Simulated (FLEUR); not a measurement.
# Zn (Fm-3m) in FLEUR: notebook

Runs on Zn. Level: PBEsol. Tasks: single point.

Everything below comes from runs of FLEUR MaX-R8.1 (later development tree). Logs are shortened: lines on timing, memory, paths and dates and some standing lists are left out, and cuts for length are marked.

### 1 The structure

The structure is cubic, space group Fm-3m (No. 225). The conventional cell has a = 3.794 Å, b = 3.794 Å, c = 3.794 Å, α = 90.00°, β = 90.00°, γ = 90.00°. Around Zn (site symmetry m-3m) lie 12 Zn at 2.68 Å.

This isn't the form of Zn at room conditions, which is hcp.

### 2 Single point, PBEsol

Input file inp.xml:

```xml
<?xml version="1.0" encoding="UTF-8" standalone="no"?>
<fleurInput fleurInputVersion="0.39">
   <comment>
      Zn                                                                                                  
   </comment>
   <calculationSetup>
      <cutoffs Kmax="4.34" Gmax="13.4" GmaxXC="13.4" numbands="0"/>
      <scfLoop itmax="60" minDistance="0.00001" maxIterBroyd="15" imix="Anderson" alpha="0.05" precondParam="0.0" spinf="2.0" sdNocoIR="T"/>
      <coreElectrons ctail="T" frcor="F" kcrel="0" coretail_lmax="0"/>
      <xcFunctional name="PBEs" relativisticCorrections="F"/>
      <magnetism jspins="1"/>
      <soc l_soc="F" theta="0.0" phi="0.0" spav="F"/>
      <expertModes spex="0" secvar="F"/>
      <geometryOptimization l_f="F" forcealpha="1.0" forcemix="BFGS" epsdisp="0.00001" epsforce="0.00001"/>
      <ldaU l_linMix="F" mixParam="0.05" spinf="1.0"/>
   </calculationSetup>
   <cell>
      <bzIntegration valenceElectrons="20.0" mode="hist" fermiSmearingEnergy="0.00183747">
         <kPointListSelection listName="default-1"/>
         <!-- k-points included here -->
         <xi:include xmlns:xi="http://www.w3.org/2001/XInclude" href="kpts.xml"> </xi:include>
      </bzIntegration>
      <!-- symmetry operations included here -->
      <xi:include xmlns:xi="http://www.w3.org/2001/XInclude" href="sym.xml"> </xi:include>
      <bulkLattice scale="1.0">
         <bravaisMatrix>
            <row-1>    0.0000000000000000     3.5847544678598267     3.5847544678598267</row-1>
            <row-2>    3.5847544678598267     0.0000000000000000     3.5847544678598267</row-2>
            <row-3>    3.5847544678598267     3.5847544678598267     0.0000000000000000</row-3>
         </bravaisMatrix>
      </bulkLattice>
   </cell>
   <atomSpecies>
      <species name="Zinc (Zn)" element="Zn" atomicNumber="30">
         <mtSphere radius="2.26" gridPoints="777" logIncrement="0.016"/>
         <atomicCutoffs lmax="9" lnonsphr="9"/>
         <electronConfig flipSpins="F">
            <coreConfig>(1s1/2) (2s1/2) (2p1/2) (2p3/2)</coreConfig>
            <valenceConfig>(3s1/2) (3p1/2) (3p3/2) (4s1/2) (3d3/2) (3d5/2)</valenceConfig>
         </electronConfig>
         <energyParameters s="4" p="4" d="3" f="4"/>
         <lo type="SCLO" l="0" n="3" eDeriv="0"/>
         <lo type="SCLO" l="1" n="3" eDeriv="0"/>
         <lo type="SCLO" l="1" n="3" eDeriv="1"/>
         <lo type="HELO" l="2" n="4" eDeriv="0"/>
         <lo type="HELO" l="2" n="4" eDeriv="1"/>
         <lo type="SCLO" l="3" n="4" eDeriv="2"/>
      </species>
   </atomSpecies>
   <atomGroups>
      <atomGroup species="Zinc (Zn)">
         <relPos label="                   1">.0000000000 .0000000000 .0000000000</relPos>
         <force calculate="T" relaxXYZ="TTT"/>
      </atomGroup>
   </atomGroups>
   <output dos="F" band="F" slice="F">
      <checks vchk="F" cdinf="F"/>
      <bandDOS minEnergy="-.5*Htr" maxEnergy="0.5*Htr" sigma="0.015" storeEVData="T"/>
      <vacuumDOS vacdos="F" integ="F" star="F" nstars="0" locx1="0.0" locy1="0.0" locx2="0.0" locy2="0.0" nstm="0" tworkf="0.0"/>
      <unfoldingBand unfoldBand="F" supercellX="1" supercellY="1" supercellZ="1"/>
      <plotting iplot="0" polar="F">
         <plot TwoD="T" vec1="  1.0  0.0  0.0" vec2="  0.0  1.0  0.0" vec3="  0.0  0.0  1.0" zero="  0.0  0.0  0.0" file="plot"/>
      </plotting>
      <chargeDensitySlicing numkpt="0" minEigenval="0.0" maxEigenval="0.0" nnne="0" pallst="F"/>
      <specialOutput eonly="F"/>
      <moessbauerParams electricFieldGradient="T" isomerShift="T" coreHyperfine="T" valenceHyperfine="T"/>
      <magneticCircularDichroism mcd="F" energyLo="-10.0" energyUp="0.0"/>
   </output>
  <!-- We include the file relax.xml here to enable relaxations (see documentation) -->
  <xi:include xmlns:xi="http://www.w3.org/2001/XInclude" href="relax.xml"> <xi:fallback/> </xi:include>
</fleurInput>
```

Input file crystal.txt:

```
Zn
&input cartesian=F /
0.0000000000  1.8969703711  1.8969703711
1.8969703711  0.0000000000  1.8969703711
1.8969703711  1.8969703711  0.0000000000
1.8897261246
1.0 1.0 1.0

1
30 0.0000000000  0.0000000000  0.0000000000

&kpt div1=12 div2=12 div3=12 gamma=T /
```

Potentials or basis: all-electron, FLAPW.

On the command line:

```console
$ inpgen -f crystal.txt -profile fastHighL
$ # inp.xml edited to the form shown
$ fleur_MPI
```

The program printed:

```text
Welcome to FLEUR        (www.flapw.de)
      MaX-Release 8.1          (www.max-centre.eu)

 ========== k-point set info ==========
 Selected k-point list: default-1
 k-point list type: mesh
 12 x 12 x 12
 Number of k points: 72

 ------------Calculation Setup---------------------------
 Number of MPI-tasks      :            1
 Number of PE/node        :            1
 Number of OMP-threads    :            1
 Most efficient MPI parallelization for:
           1           2           3           4           6           8           9          12          18          24          36          72
 Additional eigenvalue parallelization possible
 Number of basis functions:          180
 Approximate size of matrices (H+S) per k-point:         0.000 GB
 --------------------------------------------------------
 Iteration:     1   Distance:      12.02114422 me/bohr^3
 Iteration:     2   Distance:       9.75872135 me/bohr^3
 Iteration:     3   Distance:       4.13304125 me/bohr^3
 Iteration:     4   Distance:       3.14733754 me/bohr^3
 Iteration:     5   Distance:       2.38802273 me/bohr^3
 Iteration:     6   Distance:       0.22175228 me/bohr^3
 Iteration:     7   Distance:       0.33915027 me/bohr^3
 Iteration:     8   Distance:       0.00684150 me/bohr^3
 Iteration:     9   Distance:       0.00803483 me/bohr^3
 Iteration:    10   Distance:       0.00020380 me/bohr^3
 Iteration:    11   Distance:       0.00035639 me/bohr^3
 Iteration:    12   Distance:       0.00001625 me/bohr^3
 Iteration:    13   Distance:       0.00000104 me/bohr^3

 ********************************************************************
 Run finished successfully
 Stop message:
   all done
 ********************************************************************
```

out.xml (last iteration):

```text
<iteration numberForCurrentRun="   13" overallNumber="   13">
         <energyParameters units="Htr">
            <atomicEP atomType="1" spin="1" branch="4s" branchLowest="-4.32" branchHighest="1.39" value="0.1094390307"/>
            <atomicEP atomType="1" spin="1" branch="4p" branchLowest="-2.64" branchHighest="2.03" value="0.2750355715"/>
            <atomicEP atomType="1" spin="1" branch="3d" branchLowest="-9.99" branchHighest="0.10" value="0.0408037950"/>
            <atomicEP atomType="1" spin="1" branch="4f" branchLowest="-9.99" branchHighest="3.66" value="0.6105877832"/>
            <loAtomicEP atomType="1" spin="1" branch="3s" branchLowest="-42.11" branchHighest="-4.32" value="-4.3257558787"/>
            <loAtomicEP atomType="1" spin="1" branch="3p" branchLowest="-36.45" branchHighest="-2.64" value="-2.6481477681"/>
            <loAtomicEP atomType="1" spin="1" branch="3p" branchLowest="-36.45" branchHighest="-2.64" value="-2.6481477681"/>
            <heloAtomicEP atomType="1" spin="1" branch="4d" branchLowest="2.38" branchHighest="2.38" value="2.3778122484"/>
            <heloAtomicEP atomType="1" spin="1" branch="4d" branchLowest="2.38" branchHighest="2.38" value="2.3778122484"/>
            <loAtomicEP atomType="1" spin="1" branch="4f" branchLowest="-9.99" branchHighest="3.66" value="0.6105908274"/>
         </energyParameters>
         <eigenvalues>
            <eigenvaluesAt spin="1" ikpt="1" k_x="0.00000000" k_y="0.00000000" k_z="0.00000000">
                      -4.3258870304       -2.6462455073       -2.6462455073       -2.6462455073       -0.0957473350
                       0.0285882286        0.0285882286        0.0285882286        0.0458384100        0.0458384100
                       1.0264368573        1.0394891445        1.0394891445        1.0394891445        1.1285248548
                       1.1285248548
            </eigenvaluesAt>
            <eigenvaluesAt spin="1" ikpt="2" k_x="0.00000000" k_y="0.00000000" k_z="0.08333333">
                      -4.3258780111       -2.6463298201       -2.6462585244       -2.6462585244       -0.0874752172
                       0.0277891913        0.0296279008        0.0296279008        0.0455483926        0.0455483926
                       0.9103070734        1.0134917252        1.0134917252        1.0281456539        1.1682356114
                       1.1682356114
            </eigenvaluesAt>
            <eigenvaluesAt spin="1" ikpt="3" k_x="0.00000000" k_y="0.00000000" k_z="0.16666667">
                      -4.3258539467       -2.6465626754       -2.6462959994       -2.6462959994       -0.0636100807
                       0.0266354776        0.0316870085        0.0316870085        0.0455648878        0.0455648878
                       0.7535550684        0.9769065175        0.9769065175        1.0208470713        1.2291559560
                       1.2416694289
            </eigenvaluesAt>
            <eigenvaluesAt spin="1" ikpt="4" k_x="0.00000000" k_y="0.00000000" k_z="0.25000000">
                      -4.3258209783       -2.6468811889       -2.6463470370       -2.6463470370       -0.0301374293
                       0.0318543126        0.0321509390        0.0321509390        0.0480929193        0.0480929193
                       0.6053466717        0.9489592580        0.9489592580        1.0076196157        1.1627246253
                       1.1627246253
            </eigenvaluesAt>
         </eigenvalues>
         <bandgap value="0.1895310004" units="eV"/>
         <sumValenceSingleParticleEnergies value="-23.8797441652" units="Htr"/>
         <FermiEnergy value="0.3161207331" units="Htr"/>
         <valenceDensity>
            <mtCharges spin="1">
               <mtCharge atomType="1" total="18.7209352" s="2.5652411" p="6.4583373" d="9.6865508" f="0.0089023"/>
            </mtCharges>
            <spinDependentCharge spin="1" total="20.0000000" interstitial="1.2790648" mtSpheres="18.7209352"/>
            <totalCharge value="20.0000000000"/>
         </valenceDensity>
         <coreStates atomType="     1" atomicNumber=" 30" spin="1" kinEnergy="   1575.6155076702" eigValSum="  -1001.4950229645" lostElectrons=" 0.000000">
            <state n="1" l="0" j="0.5" energy="-349.2545542798" weight="1.0000000000"/>
            <state n="2" l="0" j="0.5" energy="-42.1084675830" weight="1.0000000000"/>
            <state n="2" l="1" j="0.5" energy="-37.0455700260" weight="1.0000000000"/>
            <state n="2" l="1" j="1.5" energy="-36.1694597967" weight="2.0000000000"/>
         </coreStates>
         <allElectronCharges>
            <spinDependentCharge spin="1" total="30.0000000" interstitial="1.2790648" mtSpheres="28.7209352"/>
            <totalCharge value="30.0000000001"/>
         </allElectronCharges>
         <moessbauerParams unitsHFF="kG" unitsIS="e/bohr^3" unitsEFG="Htr/bohr^2">
            <coreIsomerShift atomType="1" isTotal="24822.97063">
               <shell n="1" l="0" isomerShift="22582.04879"/>
               <shell n="2" l="0" isomerShift="2224.03897"/>
               <shell n="2" l="1" isomerShift="16.88287"/>
            </coreIsomerShift>
            <isomerShift atomType="1" nucleusRadius="0.0000952" averageDensity="25166.02006"/>
            <electricFieldGradient atomType="1" VXX="0.00000" VYY="0.00000" VZZ="0.00000" asymParam="0.00000">
            </electricFieldGradient>
         </moessbauerParams>
         <totalEnergy                                    value="    -1794.7142324722" units="Htr">
            <sumOfEigenvalues                            value="    -1025.3747671297">
               <coreElectrons value="-1001.4950229645"/>
               <valenceElectrons value="-23.8797441652"/>
            </sumOfEigenvalues>
            <densityCoulombPotentialIntegral value="-2760.7485992578"/>
            <densityEffectivePotentialIntegral value="-2852.8645122936"/>
            <chargeDenXCDenIntegral value="-70.2551682243"/>
            <FockExchangeEnergyValence value="0.0000000000"/>
            <FockExchangeEnergyCore value="0.0000000000"/>
            <atomTypeDependentContributions atomType="1">
               <electronNucleiInteractionDifferentMTs value="2159.1532560360"/>
               <MadelungTerm value="-12.4212537469"/>
            </atomTypeDependentContributions>
            <tkbTimesEntropy value="0.0000837849"/>
            <freeEnergy value="-1794.7143162571"/>
            <extrapolationTo0K value="-1794.7142743647"/>
         </totalEnergy>
         <densityConvergence units="me/bohr^3">
            <chargeDensity spin="1" distance="0.0000010427"/>
         </densityConvergence>
      </iteration>
```

Run time: 16 s. Hardware: 1 thread of Intel Xeon Platinum 8259CL at 2.50GHz (Skylake/Cascade Lake), shared host; peak memory 0.06 GiB.

Results:

* Free energy: -48836.6645 eV
* Band gap on the k mesh: none (metal or under the smearing width)
* Valence electrons inside the program's atomic spheres: Zn 18.72 (radii Zn 2.26 bohr)

Core levels (eV from the Fermi level):
| atom | levels |
| --- | --- |
| 1 Zn | 1s1/2 -9512.3, 2s1/2 -1154.4, 2p1/2 -1016.7, 2p3/2 -992.8 |

### 3 Single point, PBEsol

This run uses another cell than the first one, of 12.89 Å³/atom, 0.944 times its volume.

inp.xml: that of step 2 with these lines changed.

```diff
@@ -26,5 +26,5 @@
          <bravaisMatrix>
-            <row-1>    0.0000000000000000     3.5847544678598267     3.5847544678598267</row-1>
-            <row-2>    3.5847544678598267     0.0000000000000000     3.5847544678598267</row-2>
-            <row-3>    3.5847544678598267     3.5847544678598267     0.0000000000000000</row-3>
+            <row-1>    0.0000000000000000     3.5171013785697172     3.5171013785697172</row-1>
+            <row-2>    3.5171013785697172     0.0000000000000000     3.5171013785697172</row-2>
+            <row-3>    3.5171013785697172     3.5171013785697172     0.0000000000000000</row-3>
          </bravaisMatrix>
@@ -34,3 +34,3 @@
       <species name="Zinc (Zn)" element="Zn" atomicNumber="30">
-         <mtSphere radius="2.26" gridPoints="777" logIncrement="0.016"/>
+         <mtSphere radius="2.26" gridPoints="761" logIncrement="0.016"/>
          <atomicCutoffs lmax="9" lnonsphr="9"/>
```

Input file crystal.txt:

```
Zn
&input cartesian=F /
0.0000000000  1.8611698980  1.8611698980
1.8611698980  0.0000000000  1.8611698980
1.8611698980  1.8611698980  0.0000000000
1.8897261246
1.0 1.0 1.0

1
30 0.0000000000  0.0000000000  0.0000000000

&kpt div1=12 div2=12 div3=12 gamma=T /
```

Potentials or basis: all-electron, FLAPW.

On the command line:

```console
$ inpgen -f crystal.txt -profile fastHighL
$ # inp.xml edited to the form shown
$ fleur_MPI
```

The program printed:

```text
Welcome to FLEUR        (www.flapw.de)
      MaX-Release 8.1          (www.max-centre.eu)

 ========== k-point set info ==========
 Selected k-point list: default-1
 k-point list type: mesh
 12 x 12 x 12
 Number of k points: 72

 ------------Calculation Setup---------------------------
 Number of MPI-tasks      :            1
 Number of PE/node        :            1
 Number of OMP-threads    :            1
 Most efficient MPI parallelization for:
           1           2           3           4           6           8           9          12          18          24          36          72
 Additional eigenvalue parallelization possible
 Number of basis functions:          171
 Approximate size of matrices (H+S) per k-point:         0.000 GB
 --------------------------------------------------------
 Iteration:     1   Distance:      13.21648598 me/bohr^3
 Iteration:     2   Distance:      10.69959762 me/bohr^3
 Iteration:     3   Distance:       4.32122724 me/bohr^3
 Iteration:     4   Distance:       3.63496736 me/bohr^3
 Iteration:     5   Distance:       2.62876624 me/bohr^3
 Iteration:     6   Distance:       0.15683867 me/bohr^3
 Iteration:     7   Distance:       0.34624010 me/bohr^3
 Iteration:     8   Distance:       0.00729418 me/bohr^3
 Iteration:     9   Distance:       0.00784942 me/bohr^3
 Iteration:    10   Distance:       0.00041322 me/bohr^3
 Iteration:    11   Distance:       0.00031658 me/bohr^3
 Iteration:    12   Distance:       0.00002127 me/bohr^3
 Iteration:    13   Distance:       0.00000100 me/bohr^3

 ********************************************************************
 Run finished successfully
 Stop message:
   all done
 ********************************************************************
```

out.xml (last iteration):

```text
<iteration numberForCurrentRun="   13" overallNumber="   13">
         <energyParameters units="Htr">
            <atomicEP atomType="1" spin="1" branch="4s" branchLowest="-4.30" branchHighest="1.42" value="0.1231273289"/>
            <atomicEP atomType="1" spin="1" branch="4p" branchLowest="-2.62" branchHighest="2.05" value="0.2872419683"/>
            <atomicEP atomType="1" spin="1" branch="3d" branchLowest="-9.99" branchHighest="0.13" value="0.0626043634"/>
            <atomicEP atomType="1" spin="1" branch="4f" branchLowest="-9.99" branchHighest="3.68" value="0.6219579775"/>
[... 76 lines left out ...]
            </atomTypeDependentContributions>
            <tkbTimesEntropy value="0.0000585025"/>
            <freeEnergy value="-1794.7132276004"/>
            <extrapolationTo0K value="-1794.7131983491"/>
         </totalEnergy>
         <densityConvergence units="me/bohr^3">
            <chargeDensity spin="1" distance="0.0000010005"/>
         </densityConvergence>
      </iteration>
```

Wall time 16 s (1 thread of Intel Xeon Platinum 8259CL at 2.50GHz (Skylake/Cascade Lake), shared host); peak memory 0.06 GiB.

Results:

```yaml
Free_energy: -48836.6348 eV
Band_gap_on_the_k_mesh: none (metal or under the smearing width)
Valence_electrons_inside_the_program's_atomic_spheres: Zn 18.78 (radii Zn 2.26 bohr)
```

Core levels (eV from the Fermi level):
| atom | levels |
| --- | --- |
| 1 Zn | 1s1/2 -9512.5, 2s1/2 -1154.7, 2p1/2 -1016.9, 2p3/2 -993.0 |
